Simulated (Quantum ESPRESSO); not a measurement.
## KBr in Quantum ESPRESSO: the effect of functional

The system is KBr.

```
CELL_PARAMETERS angstrom
0.00000 3.30000 3.30000
3.30000 0.00000 3.30000
3.30000 3.30000 0.00000
ATOMIC_POSITIONS crystal
Br 0.50000 0.50000 0.50000
K 0.00000 0.00000 0.00000
```

Alike in all runs:

```yaml
Program: Quantum ESPRESSO 7.5
Task: dielectric tensor
k_mesh: 6 × 6 × 6, shifted
Occupations: fermi-dirac, width 0.05 eV
Spin: no spin polarisation
```

Question: One run gave: pressure -1.7 GPa; dielectric constant 2.63 mean. Which functional did it use?
A. LDA
B. BLYP
C. PBEsol
D. PBE
E. WC

Answer: A.

```csv
functional,potentials or basis,cutoff,pressure (GPa),dielectric constant (mean)
LDA,PseudoDojo 0.4.1 SR LDA standard,980 eV,-1.7,2.63
PBE,PseudoDojo 0.4.1 SR PBE standard,1007 eV,0.7,2.55
PBEsol,PseudoDojo 0.4.1 SR PBEsol standard,1007 eV,-0.3,2.59
WC,PseudoDojo 0.4.1 SR PBE standard,1007 eV,-0.1,2.59
BLYP,PseudoDojo 0.4.1 SR PBE standard,1007 eV,1.5,2.54
AM05,PseudoDojo 0.4.1 SR PBE standard,1007 eV,0.4,2.55
```

Caveats: the potentials were made for another functional, which shifts forces and pressure (some runs).
